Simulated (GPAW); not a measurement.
# TiO2 (Anatase) (I4_1/amd) in GPAW: dielectric tensor with LDA

Aim: the dielectric tensor of TiO2 (Anatase) with LDA.

Everything below comes from runs of GPAW 26.7.0. Logs are shortened: lines on timing, memory, paths and dates and some standing lists are left out, and cuts for length are marked. The log counts tension as positive stress, the text compression.

## 1. The crystal as given

It takes space group I4_1/amd (No. 141, tetragonal). The conventional cell has a = 3.784 Å, b = 3.784 Å, c = 9.515 Å, α = 90.00°, β = 90.00°, γ = 90.00°. Ti (site symmetry -4m2) is surrounded by 6 O at 1.93 to 1.98 Å. Around O (site symmetry 2mm) lie 3 Ti at 1.93 to 1.98 Å.

## 2. Dielectric tensor, LDA

Contents of run.py:

```python
import numpy as np
from ase import Atoms
from ase.dft.bandgap import bandgap
from ase.io import write
from gpaw import GPAW, PW
from gpaw.response.df import DielectricFunction

atoms = Atoms(['Ti', 'Ti', 'O', 'O', 'O', 'O'],
              cell=[[-1.8921, 1.8921, 4.7573],
                    [1.8921, -1.8921, 4.7573],
                    [1.8921, 1.8921, -4.7573]],
              scaled_positions=[[0.75, 0.25, 0.5],
                                [0.0, 0.0, 0.0],
                                [0.7919, 0.7919, 0.0],
                                [0.5419, 0.0419, 0.5],
                                [0.9581, 0.4581, 0.5],
                                [0.2081, 0.2081, 0.0]],
              pbc=True)

calc = GPAW(mode=PW(600),
            xc='LDA',
            kpts={'size': (8, 8, 8), 'gamma': True},
            occupations={'name': 'fermi-dirac', 'width': 0.001},
            nbands=43,
            convergence={'density': 1e-06},
            maxiter=150,
            txt='gpaw.txt')
atoms.calc = calc
energy = atoms.get_potential_energy()
calc.write('gs.gpw')
write('result.traj', atoms)
print(f'Energy: {energy:.6f} eV')
print('Fermi level:', round(calc.get_fermi_level(), 4), 'eV')
print(f'Gap: {bandgap(calc)[0]:.4f} eV, direct: {bandgap(calc, direct=True)[0]:.4f} eV')

for size in [(6, 6, 6), (8, 8, 8)]:
    name = 'x'.join(str(n) for n in size)
    dense = calc.fixed_density(kpts={'size': size, 'gamma': True},
                               nbands=78, convergence={'bands': 72, 'eigenstates': 1e-7},
                               update_fermi_level=True, txt=f'dense-{name}.txt')
    dense.write(f'{name}.gpw', mode='all')
    df = DielectricFunction(f'{name}.gpw', frequencies=np.array([0.0]), hilbert=False, eta=0.001,
                            ecut=80, nbands=72, intraband=False, txt=f'df-{name}.txt')
    for xc in ['RPA', 'LR0.2', 'LR0.3']:
        for direction in ['x', 'y', 'z', [0, 1, 1], [1, 0, 1], [1, 1, 0]]:
            e0, e = df.get_macroscopic_dielectric_constant(xc=xc, direction=direction)
            print(f'{name} {xc} {direction}: {e0:.4f} without, {e:.4f} with local fields')
```

Potentials or basis: the program's PAW data sets (release 1.2.1) made for this functional, pw.

On the command line:

```sh
$ OMP_NUM_THREADS=1 python run.py
```

gpaw.txt:

```text
__  _  _
 | _ |_)|_||  |
 |__||  | ||/\| - 26.7.0

Input parameters:
  mode=PW(ecut=600.0),
  convergence={'density': 1e-06},
  kpts=MonkhorstPack(size=(8, 8, 8), gamma=True),
  maxiter=150,
  nbands=43,
  occupations=Occupations(name='fermi-dirac', width=0.001),
  xc=XC(name='LDA')

Diagonalizing LCAO Hamiltonian
Converting LCAO to pw mode

       O

         O

         Ti

       O O

       Ti

Atoms  # Å, Bohr magnetons
|   | symbol |         x |         y |        z |    initial magnetic moments |
|---|--------|-----------|-----------|----------|-----------------------------|
| 0 |     Ti |  0.000000 |  1.892100 | 2.378650 | ( 0.0000,  0.0000,  0.0000) |
| 1 |     Ti |  0.000000 |  0.000000 | 0.000000 | ( 0.0000,  0.0000,  0.0000) |
| 2 |      O | -0.000000 |  0.000000 | 7.534612 | ( 0.0000,  0.0000,  0.0000) |
| 3 |      O |  0.000000 |  1.892100 | 0.398662 | ( 0.0000,  0.0000,  0.0000) |
| 4 |      O |  0.000000 |  1.892100 | 4.358638 | ( 0.0000,  0.0000,  0.0000) |
| 5 |      O |  0.000000 | -0.000000 | 1.979988 | ( 0.0000,  0.0000,  0.0000) |

Unit cell  # Å
| periodic |         x |         y |         z |  lengths |     angles |
|----------|-----------|-----------|-----------|----------|------------|
|      yes | -1.892100 |  1.892100 |  4.757300 | 5.458204 | 139.434593 |
|      yes |  1.892100 | -1.892100 |  4.757300 | 5.458204 | 139.434593 |
|      yes |  1.892100 |  1.892100 | -4.757300 | 5.458204 |  58.712803 |

Number of symmetries: 8
Symmetry operations  # r_c * U_cc + t_c -> r_c
|   | kind |            matrix            |
|---|------|------------------------------|
| 0 |  σ   |  1, 1, 1,  0, 0,-1,  0,-1, 0 |
| 1 |  E   |  1, 0, 0,  0, 1, 0,  0, 0, 1 |
| 2 |  C2  |  0, 1, 0,  1, 0, 0, -1,-1,-1 |
| 3 |  S4  |  0, 0, 1, -1,-1,-1,  0, 1, 0 |
| 4 |  σ   |  0, 0,-1,  1, 1, 1, -1, 0, 0 |
| 5 |  C2  |  0,-1, 0, -1, 0, 0,  0, 0,-1 |
| 6 |  C2  | -1, 0, 0,  0,-1, 0,  1, 1, 1 |
| 7 |  S4  | -1,-1,-1,  0, 0, 1,  1, 0, 0 |

BZ-sampling:
  Number of BZ points: 512
  Number of IBZ points: 59

  Monkhorst-Pack size: [8, 8, 8]
  Monkhorst-Pack shift: [0.0625, 0.0625, 0.0625]

K-points  # in reciprocal-cell coordinates
|     |                                coordinates |     weight |
|-----|--------------------------------------------|------------|
|   0 | (  0.00000000,   0.00000000,   0.00000000) | 0.00195312 |
|   1 | (  0.12500000,  -0.12500000,   0.00000000) | 0.00781250 |
|   2 | (  0.12500000,  -0.12500000,   0.12500000) | 0.00781250 |
|   3 | (  0.12500000,   0.00000000,   0.00000000) | 0.01562500 |
|   4 | (  0.12500000,   0.12500000,  -0.12500000) | 0.00390625 |
|   5 | (  0.25000000,  -0.25000000,   0.00000000) | 0.00781250 |
|   6 | (  0.25000000,  -0.25000000,   0.12500000) | 0.01562500 |
|   7 | (  0.25000000,  -0.25000000,   0.25000000) | 0.00781250 |
|   8 | (  0.25000000,  -0.12500000,   0.00000000) | 0.03125000 |
|   9 | (  0.25000000,  -0.12500000,   0.12500000) | 0.01562500 |
| ... |                                            |            |
|  58 | (  0.50000000,   0.50000000,   0.50000000) | 0.00195312 |

Plane wave coefficients: 2299
Cutoff: 600.0 eV

Spin-components: 1 (collinear spins)
Bands:           43
Projectors:      32
Spin-degeneracy: 2
Datatype:        complex128

Parallelization:
  kpt:    1
  domain: 1
  band:   1

Density:
  Valence electrons: 48.0
  Components: 1
  Grid points: [32 32 32]
  Charge: 0.0  # |e|

Potential:
  Grid points: [32 32 32]

species:
  Ti:
    name:    Titanium
    Z:       22.0
    valence: 12
    core:    10
    charge:  0.0  # [|e|]
    compensation charges:
      type: gauss
      rc: 0.38  # [Å]
      lmax: 2
    cutoffs:
      filter: 2.23  # [Å]
      core: 1.02  # [Å]
    projectors
    | kind |    occ | energy [eV] | rcut [Å] |
    |------|--------|-------------|----------|
    |   3s |  2.000 |     -62.257 |    1.270 |
    |   4s |  2.000 |      -4.593 |    1.270 |
    |   3p |  6.000 |     -38.791 |    1.058 |
    |   4p |  0.000 |      -1.536 |    1.058 |
    |   3d |  2.000 |      -4.463 |    1.058 |
    |    d |        |      22.748 |    1.058 |

    Using partial waves for Ti as LCAO basis

  O:
    name:    Oxygen
    Z:       8.0
    valence: 6
    core:    2
    charge:  0.0  # [|e|]
    compensation charges:
      type: gauss
      rc: 0.21  # [Å]
      lmax: 2
    cutoffs:
      filter: 1.17  # [Å]
      core: 0.83  # [Å]
    projectors
    | kind |    occ | energy [eV] | rcut [Å] |
    |------|--------|-------------|----------|
    |   2s |  2.000 |     -23.752 |    0.688 |
    |   2p |  4.000 |      -9.195 |    0.598 |
    |    s |        |       3.459 |    0.688 |
    |    p |        |      18.016 |    0.598 |
    |    d |        |       0.000 |    0.619 |

    Using partial waves for O as LCAO basis

Reference energy: -54459.530392  # eV

eigensolver:
  PPCG
  Converge bands: occupied
  niter=2

density mixing:
  MSR1-Mixer
  Pratt-step length: 0.05
  Maximum mixing coefficient: 0.75
  Old densities: 10
  SVD Regularization: 0.005
  Good broyden scale: 1.0
  Trust region scale: 1.0
  Backstep threshold: 4.0
  History deletion threshold: 6.0
  Fourier metric: weight=20.0, sigma=0.015

occupation numbers:
  Fermi-Dirac:
    width: 0.0010  # eV

poisson solver:
  ecut: 4800.0  # eV

xc functional:
  name: None

convergence criteria:
- Maximum integral of absolute [dens]ity change: 1e-06 electrons / valence electron
- Maximum [total energy] change in last 3 cyles: 0.0005 eV / valence electron
- Maximum integral of absolute [eigenst]ate change: 4e-08 eV^2 / valence electron
maximum number of iterations: 150

SCF iterations
|iter     | |      energy | eigst |  dens |
|---------|-|-------------|-------|-------|
|iter:   1| |  -66.209078 | -0.16 |       |
|iter:   2| |  -63.310994 | -1.90 | -0.79 |
|iter:   3| |  -57.785008 | -0.71 | -0.86 |
|iter:   4| |  -57.302201 | -1.90 | -1.33 |
|iter:   5| |  -57.244953 | -2.67 | -1.62 |
|iter:   6| |  -57.227289 | -3.48 | -2.04 |
|iter:   7| |  -57.227195c| -4.73 | -2.95 |
|iter:   8| |  -57.227200c| -5.98 | -3.49 |
|iter:   9| |  -57.227198c| -7.07 | -4.04 |
|iter:  10| |  -57.227198c| -7.81c| -4.31 |
|iter:  11| |  -57.227198c| -8.54c| -4.99 |
|iter:  12| |  -57.227198c| -8.94c| -5.49 |
|iter:  13| |  -57.227198c| -9.51c| -6.16c|

Converged in 13 steps
Energy contributions relative to reference atoms: (reference = -54459.530392)

Energy contributions:
  Kinetic:          51.147998
  Coulomb:         -61.216186
  Zero:              0.848584
  External:          0.000000
  Xc:              -48.007594
  Entropy:          -0.000000
  Spinorbit:         0.000000
  ----------------------------
  Free energy:     -57.227198
  Extrapolated:    -57.227198

dipole moment: (-26.558456, -6.891313, 11.219455)  # |e|*Ang

Fermi level: 4.455
Eigenvalues  # (at kpt = [0.000, 0.000, 0.000])
| band index |      eig [eV] | occ [0-2] |
|------------|---------------|-----------|
|          0 |       -51.954 |     2.000 |
|        ... |               |           |
|         16 |         1.634 |     2.000 |
|         17 |         1.634 |     2.000 |
|         18 |         1.700 |     2.000 |
|         19 |         2.986 |     2.000 |
|         20 |         2.987 |     2.000 |
|         21 |         2.987 |     2.000 |
|         22 |         3.269 |     2.000 |
|         23 |         3.269 |     2.000 |
|         24 |         5.783 |     0.000 |
|         25 |         6.555 |     0.000 |
|         26 |         7.704 |     0.000 |
|         27 |         7.704 |     0.000 |
|         28 |         7.743 |     0.000 |
|         29 |         7.743 |     0.000 |
|         30 |         8.866 |     0.000 |
|         31 |         9.145 |     0.000 |
|        ... |               |           |
|         42 |        21.911 |     0.000 |

Gap: 2.066 eV
Transition (v -> c):
  (s=0, k=15, n=23, [0.38, -0.38, 0.00]) -> (s=0, k=0, n=24, [0.00, 0.00, 0.00])
Direct/indirect transitions are different
Direct gap: 2.376 eV
Transition at: (s=0, k=13, n=23, [0.25, 0.25, -0.25])
# Writing to gs.gpw (mode='')
```

Wall time 15 min (1 thread of Arm Neoverse V1, shared host); peak memory 0.83 GiB.

What came out:

| Property | Result |
| --- | --- |
| Free energy | -57.2272 eV |
| Band gap on the k mesh | 2.07 eV, indirect (least direct gap 2.38 eV) |
| Electronic dielectric tensor (diagonal) | 6.22, 6.22, 5.77 |

Electronic dielectric tensor:
```
6.22 0.00 0.00
0.00 6.22 0.00
0.00 0.00 5.77
```

Caveat: the long-wavelength limit can be off by several per cent where d states take part. A k mesh can miss the band edges.
